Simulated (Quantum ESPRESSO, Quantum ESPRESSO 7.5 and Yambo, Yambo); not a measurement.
# Quasiparticle gap of GaP (F-43m) in Yambo

Aim: the G0W0 gap of GaP (F-43m) on PBE, step by step.

Main program and level: Quantum ESPRESSO 7.5 and Yambo 5.3.0; PBE and many-body steps on it, plane waves.

**The experiments to reproduce.**

- Gap 2.25 ± 0.04 eV: optical gap from Tauc plot (fundamental, indirect); spectroscopic ellipsometry, Tauc-Lorentz fit and Tauc plot; 300 K; film (GaP layer on Si reference sample) on Si (“Assessment of GaPSb/Si tandem material association properties for photoelectrochemical cells”, 2020, arxiv:2002.02774).

This is a report of a sequence of runs, with most program output left out.

## 1. The structure

Symmetry: F-43m, No. 216, cubic system. Conventional cell: a = 5.450 Å, b = 5.450 Å, c = 5.450 Å, α = 90.00°, β = 90.00°, γ = 90.00°. Nearest to Ga lie 4 P at 2.36 Å. Nearest to P lie 4 Ga at 2.36 Å. Farther neighbours are not listed.

The cell and positions come from the Crystallography Open Database and are kept as given unless a step says otherwise.

## 2. Ground state

This step: Quantum ESPRESSO 7.5; DFT, PBE, plane waves, norm-conserving pseudopotentials.

The ground-state density comes first.

Contents of pw.in:

```
&control
  calculation = 'scf'
  prefix = 'x'
  outdir = 'o'
  pseudo_dir = 'pseudo'
/
&system
  ibrav = 0
  nat = 2
  ntyp = 2
  ecutwfc = 104.0
  nbnd = 18
  force_symmorphic = .true.
/
&electrons
  conv_thr = 1e-10
  electron_maxstep = 80
  mixing_beta = 0.5
/
ATOMIC_SPECIES
  Ga 69.723 Ga.upf
  P 30.974 P.upf
CELL_PARAMETERS angstrom
  0.0000000000 2.7252500000 2.7252500000
  2.7252500000 0.0000000000 2.7252500000
  2.7252500000 2.7252500000 0.0000000000
ATOMIC_POSITIONS crystal
  Ga 0.0000000000 0.0000000000 0.0000000000
  P 0.2500000000 0.2500000000 0.2500000000
K_POINTS automatic
  6 6 6 0 0 0
```

Launch:

```console
OMP_NUM_THREADS=1 mpirun -n 4 pw.x -nk 4 -in pw.in > pw.out
```

The job ended after 6.5 s (4 MPI ranks of Arm Neoverse V2, shared host; peak memory 0.29 GiB; 26 s of CPU time).

Numbers from this step:

- total energy: -6946.6263 eV
- gap: 1.653 eV
- k of the valence top: 0, 0, 0
- k of the conduction bottom: 0, -0.5, -0.5
- least direct gap: 1.818 eV

The gap is indirect, with the least direct gap 0.16 eV higher.

## 3. Bands along the symmetry lines

Levels along a band path, at the cheap level, show where the edges lie and whether the meshes to come will hold them.

Contents of pw.in:

```
&control
  calculation = 'bands'
  prefix = 'x'
  outdir = 'o'
  pseudo_dir = 'pseudo'
/
&system
  ibrav = 0
  nat = 2
  ntyp = 2
  ecutwfc = 104.0
  nbnd = 19
  force_symmorphic = .true.
/
&electrons
  conv_thr = 1e-9
  electron_maxstep = 80
  diago_full_acc = .true.
  diago_thr_init = 5e-6
/
ATOMIC_SPECIES
  Ga 69.723 Ga.upf
  P 30.974 P.upf
CELL_PARAMETERS angstrom
  0.0000000000 2.7252500000 2.7252500000
  2.7252500000 0.0000000000 2.7252500000
  2.7252500000 2.7252500000 0.0000000000
ATOMIC_POSITIONS crystal
  Ga 0.0000000000 0.0000000000 0.0000000000
  P 0.2500000000 0.2500000000 0.2500000000
K_POINTS crystal
  50
  0.00000000 0.00000000 0.00000000 1
  -0.06250000 -0.06250000 0.00000000 1
  -0.12500000 -0.12500000 0.00000000 1
  -0.18750000 -0.18750000 0.00000000 1
  -0.25000000 -0.25000000 0.00000000 1
  -0.31250000 -0.31250000 0.00000000 1
  -0.37500000 -0.37500000 0.00000000 1
  -0.43750000 -0.43750000 0.00000000 1
  -0.50000000 -0.50000000 0.00000000 1
  -0.48437500 -0.48437500 0.03125000 1
  -0.46875000 -0.46875000 0.06250000 1
  -0.45312500 -0.45312500 0.09375000 1
  -0.43750000 -0.43750000 0.12500000 1
  -0.42187500 -0.42187500 0.15625000 1
  -0.40625000 -0.40625000 0.18750000 1
  -0.39062500 -0.39062500 0.21875000 1
  -0.37500000 -0.37500000 0.25000000 1
  -0.37500000 0.00000000 0.37500000 1
  -0.32812500 0.00000000 0.32812500 1
  -0.28125000 0.00000000 0.28125000 1
  -0.23437500 0.00000000 0.23437500 1
  -0.18750000 0.00000000 0.18750000 1
  -0.14062500 0.00000000 0.14062500 1
  -0.09375000 0.00000000 0.09375000 1
  -0.04687500 0.00000000 0.04687500 1
  0.00000000 0.00000000 0.00000000 1
  0.00000000 0.00000000 0.06250000 1
  0.00000000 0.00000000 0.12500000 1
  0.00000000 0.00000000 0.18750000 1
  0.00000000 0.00000000 0.25000000 1
  0.00000000 0.00000000 0.31250000 1
  0.00000000 0.00000000 0.37500000 1
  0.00000000 0.00000000 0.43750000 1
  -0.00000000 -0.00000000 0.50000000 1
  -0.06250000 -0.03125000 0.46875000 1
  -0.12500000 -0.06250000 0.43750000 1
  -0.18750000 -0.09375000 0.40625000 1
  -0.25000000 -0.12500000 0.37500000 1
  -0.31250000 -0.15625000 0.34375000 1
  -0.37500000 -0.18750000 0.31250000 1
  -0.43750000 -0.21875000 0.28125000 1
  -0.50000000 -0.25000000 0.25000000 1
  -0.50000000 -0.28125000 0.21875000 1
  -0.50000000 -0.31250000 0.18750000 1
  -0.50000000 -0.34375000 0.15625000 1
  -0.50000000 -0.37500000 0.12500000 1
  -0.50000000 -0.40625000 0.09375000 1
  -0.50000000 -0.43750000 0.06250000 1
  -0.50000000 -0.46875000 0.03125000 1
  -0.50000000 -0.50000000 0.00000000 1
```

Wall time 5.1 s (4 MPI ranks); peak memory 0.25 GiB.

Numbers from this step:

```
gap                        : 1.594 eV
k of the valence top       : 0, 0, 0
k of the conduction bottom : -0.4375, -0.4375, 0
least direct gap           : 1.818 eV
```

The gap is 1.594 eV, −0.059 eV from the run before at this level.

Electronic bands along the path, in eV, zero at the top of the highest filled band:

```tsv
point	band 10	band 11	band 12	band 13	band 14	band 15	band 16	band 17
Γ	-12.49	0.00	0.00	0.00	1.82	3.89	3.89	3.89
halfway	-11.46	-3.67	-1.68	-1.68	2.18	3.72	6.74	6.74
X	-9.53	-6.75	-2.68	-2.68	1.65	1.82	10.58	10.58
halfway	-9.51	-6.70	-3.24	-2.57	1.85	2.75	9.52	9.66
U	-9.56	-6.55	-3.94	-2.25	2.19	4.80	8.23	8.26
jump to K	-9.56	-6.55	-3.94	-2.25	2.19	4.80	8.23	8.26
halfway	-11.35	-4.24	-2.44	-0.66	3.29	4.99	5.00	5.87
Γ	-12.49	0.00	0.00	0.00	1.82	3.89	3.89	3.89
halfway	-11.72	-3.88	-0.66	-0.66	2.15	4.74	4.74	6.34
L	-10.43	-6.63	-1.12	-1.12	1.67	4.72	4.72	8.28
halfway	-10.02	-6.42	-3.19	-1.93	3.45	4.30	6.45	7.91
W	-9.44	-6.55	-3.57	-3.42	4.70	4.86	6.10	6.15
halfway	-9.48	-6.66	-3.16	-3.09	2.77	2.94	8.49	8.58
X	-9.53	-6.75	-2.68	-2.68	1.65	1.82	10.58	10.58
```

## 4. Empty states on the mesh, 4×4×4 mesh, 104 bands

The sums over transitions need many empty states on a uniform mesh; this step solves for them.

Contents of pw.in:

```
&control
  calculation = 'nscf'
  prefix = 'x'
  outdir = 'o'
  pseudo_dir = 'pseudo'
/
&system
  ibrav = 0
  nat = 2
  ntyp = 2
  ecutwfc = 104.0
  nbnd = 104
  force_symmorphic = .true.
/
&electrons
  conv_thr = 1e-9
  electron_maxstep = 80
  diago_full_acc = .true.
  diago_thr_init = 5e-6
/
ATOMIC_SPECIES
  Ga 69.723 Ga.upf
  P 30.974 P.upf
CELL_PARAMETERS angstrom
  0.0000000000 2.7252500000 2.7252500000
  2.7252500000 0.0000000000 2.7252500000
  2.7252500000 2.7252500000 0.0000000000
ATOMIC_POSITIONS crystal
  Ga 0.0000000000 0.0000000000 0.0000000000
  P 0.2500000000 0.2500000000 0.2500000000
K_POINTS automatic
  4 4 4 0 0 0
```

Run time: 7.4 s. Hardware: 4 MPI ranks; peak memory 0.39 GiB; 29 s of CPU time.

Numbers from this step:

| Item | Value |
| --- | --- |
| gap | 1.653 eV |
| k of the valence top | 0, 0, 0 |
| k of the conduction bottom | 0, -0.5, -0.5 |
| least direct gap | 1.818 eV |
| k points computed | 8 |
| lowest point of the top converged band, above the valence top | 88.6883 eV |

On this mesh the gap is 1.653 eV.

## 5. Conversion and set-up

This step: Yambo 5.3.0; conversion and set-up on PBE, plane waves, norm-conserving pseudopotentials.

The states are converted to the many-body program's format and the q mesh is built.

Launch:

```console
(cd o/x.save; p2y > p2y.log; mv SAVE ../..); yambo > setup.log
```

Wall time 3.2 s (1 MPI rank); peak memory 0.25 GiB.

## 6. Screening and self-energy, 4×4×4 mesh, 104 bands, screening to 163.3 eV

Now the one-shot GW correction: screening in the RPA, then the self-energy of the levels asked for.

This step: G0W0 on PBE, plane waves, norm-conserving pseudopotentials.

Contents of gw1.in:

```
HF_and_locXC
gw0
dyson
ppa
em1d
rim_cut
RandQpts= 1000000
RandGvec= 1 RL
EXXRLvcs= 104 Ry
VXCRLvcs= 416 Ry
Chimod= "HARTREE"
% BndsRnXp
 1 | 104 |
%
NGsBlkXp= 12 Ry
% LongDrXp
 1 | 1 | 1 |
%
% GbndRnge
 1 | 104 |
%
DysSolver= "n"
ExtendOut
PPAPntXp= 27.21138 eV
% QPkrange
 1 | 1 | 12 | 15 |
 7 | 7 | 12 | 15 |
%
```

Launch:

```console
OMP_NUM_THREADS=1 mpirun -n 4 yambo -F gw1.in -J gw1 -C gw1 > gw1.log
```

Elapsed: 71 s, on 4 MPI ranks; peak memory 1.7 GiB; 4.7 min of CPU time.

This step gave:

```yaml
g0w0_gap_on_the_points_computed: 2.251 eV
starting_gap_on_the_mesh: 1.653 eV
k_of_the_valence_top: 0, 0, 0
k_of_the_conduction_bottom: 0, -0.5, -0.5
least_direct_g0w0_gap_on_the_computed_points: 2.701 eV
z_at_the_valence_top: 0.7844
z_at_the_conduction_bottom: 0.8087
```

The gap on the mesh goes from 1.65 eV to 2.25 eV, a correction of +0.60 eV.

Limits: finite bands, cutoff and mesh; no spin-orbit coupling; coarse k mesh. v1 is the top filled band, c1 the lowest empty one. Levels before and after the correction, in eV, zero at the valence-band top of each column:

```tsv
	conduction bottom	valence top
Kohn-Sham	1.65	0.00
G0W0	2.25	0.00
```

```tsv
	level	energy (eV)
Kohn-Sham	Γ v2-v1	0.000
Kohn-Sham	Γ c1	1.818
Kohn-Sham	Γ c2	3.887
Kohn-Sham	(0 -0.5 -0.5) v2-v1	-2.683
Kohn-Sham	(0 -0.5 -0.5) c1	1.653
Kohn-Sham	(0 -0.5 -0.5) c2	1.825
G0W0	Γ v2-v1	0.000
G0W0	Γ c1	2.701
G0W0	Γ c2	4.801
G0W0	(0 -0.5 -0.5) v2-v1	-2.791
G0W0	(0 -0.5 -0.5) c1	2.251
G0W0	(0 -0.5 -0.5) c2	2.561
```

## 7. Where the time went

Times are wall times on the hardware named with each run, good to a factor of about two.

```tsv
step	time	share	memory (GiB)
ground state	6.5 s	7 %	0.29
bands along the symmetry lines	5.1 s	5 %	0.25
empty states on the mesh	7.4 s	8 %	0.39
conversion and set-up	3.2 s	3 %	0.25
screening and self-energy	71 s	76 %	1.7
```

## 8. Summary of results

```yaml
pbe_gap: 1.59 eV, indirect
g0w0_gap_on_the_mesh: 2.25 eV
g0w0_gap_over_the_zone_rigid_shift: 2.19 eV
gw_settings: 4×4×4 mesh, 104 bands, screening to 163.3 eV, Godby-Needs plasmon pole
known_limits: not at the basis limit; no spin-orbit coupling; coarse k mesh
```

What this shows: G0W0 moves the gap on the mesh from 1.65 eV to 2.25 eV (+0.60 eV), with Z of 0.78 and 0.81 at the edges. The mesh misses the band edges by 0.06 eV in all; a rigid shift gives 2.19 eV for the zone. Only 2 of the mesh's irreducible points were corrected, so a valley elsewhere could overtake. The dearest step here is «screening and self-energy». Against experiment, by G0W0@PBE: the gap of 2.19 eV lies −0.06 eV from the measured 2.25 ± 0.04 eV (indirect, 300 K, on Si, 2020). The calculation has static nuclei and no excitons; a measured gap holds zero-point and thermal motion, which mostly lowers it. Bands and cutoff are finite, so the gap is not at the basis limit. The miss can reach some tenths of an eV and take either sign; the mesh is an error of its own. In the G0W0 run levels were corrected at 2 k points alone, so a gap called «on the mesh» is the least over those, and an edge elsewhere would be missed. A denser mesh or path gives a starting gap of 1.59 eV: the GW mesh misses a band edge, so its gaps are not the fundamental one. The 4×4×4 mesh is coarse for this cell, which bears on the long-range parts of exchange and screening. The many-body steps are scalar-relativistic: spin-orbit coupling is not in them.

[Paths, hosts, dates, memory and timing lines, banners, echoed tables and standing remarks are left out of the program output.]

[Logs are printed without paths, hosts, clocks, repeated set-up lines and the standing remarks that a program may print on its own settings, such as how far it seeks lower states.]

[Runs of the session that timed out or met a known fault of the program may be left out.]

[Hosts, paths, dates, database ids (printed as entryN), source tags and the programs' standing remarks are cut or masked in the printed files.]
